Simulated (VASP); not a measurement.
Write the native input for VASP 6.6.1 that does the following.

```
Task                   : relaxation of cell and atoms
Functional             : PBE
Potentials or basis    : VASP PAW PBE potentials, release 64 (Pt)
Cutoff                 : 520 eV
k mesh                 : 18 × 18 × 18
Occupations            : methfessel-paxton, width 0.2 eV
Spin                   : no spin polarisation
Further INCAR settings : ALGO = Fast; EDIFF = 1e-07; IBRION = 2; EDIFFG = -0.002; NSW = 80; ISIF = 3
```

The structure of Pt lies in POSCAR:

```
Pt                                      
1.0
    0.0000000000      1.9836291765      1.9836291765
    1.9836291765      0.0000000000      1.9836291765
    1.9836291765      1.9836291765     -0.0000000000
  Pt            
     1
Direct
     0.0000000000000000    0.0000000000000000    0.0000000000000000
```

The input as run:

INCAR

```
SYSTEM = Pt
PREC = Accurate
ENCUT = 520
EDIFF = 1E-7
ISMEAR = 1
SIGMA = 0.2
LREAL = .False.
LASPH = .True.
NELM = 80
ALGO = Fast
ISIF = 3
LWAVE = .False.
LCHARG = .False.
GGA = PE
IBRION = 2
NSW = 80
EDIFFG = -0.002
```

KPOINTS

```
regular mesh
0
Gamma
  18 18 18
  0 0 0
```

Potentials or basis: VASP PAW PBE potentials, release 64 (Pt).

Launch:

```console
$ cat potpaw_PBE.64/Pt/POTCAR > POTCAR
$ mpirun -np 1 vasp_std > vasp.out
```

It gave:

* Pressure after relaxing: 0.0 GPa
* Band gap on the k mesh: none (metal or under the smearing width)

Caveat: the relaxation stopped at its first step, so nothing moved.

Wall time 22 s on 1 thread of Intel(R) Xeon(R) Platinum 8488C (Sapphire Rapids), on a shared host, peak memory 0.16 GiB.
